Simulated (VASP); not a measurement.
AlN:

```
CELL_PARAMETERS angstrom
0.00000 2.18829 2.18829
2.18829 0.00000 2.18829
2.18829 2.18829 0.00000
ATOMIC_POSITIONS crystal
Al 0.00000 0.00000 0.00000
N 0.25000 0.25000 0.25000
```

Measurements of this composition are mostly on another form, of space group No. 186.

Base run:

* Program: VASP 6.6.1
* Functional: TB-mBJ
* Potentials or basis: VASP PAW PBE potentials, release 64 (Al, N)
* Cutoff: 520 eV
* k mesh: 10 × 10 × 10
* Occupations: gaussian, width 0.02 eV
* Spin: no spin polarisation

Its results: band gap on the k mesh 4.81 eV, indirect (least direct gap 5.28 eV).

Question: The run is repeated on the same cell with these changes: functional from TB-mBJ to PBEsol. What comes out?

Answer: Band gap on the k mesh 3.18 eV, indirect (least direct gap 4.08 eV).
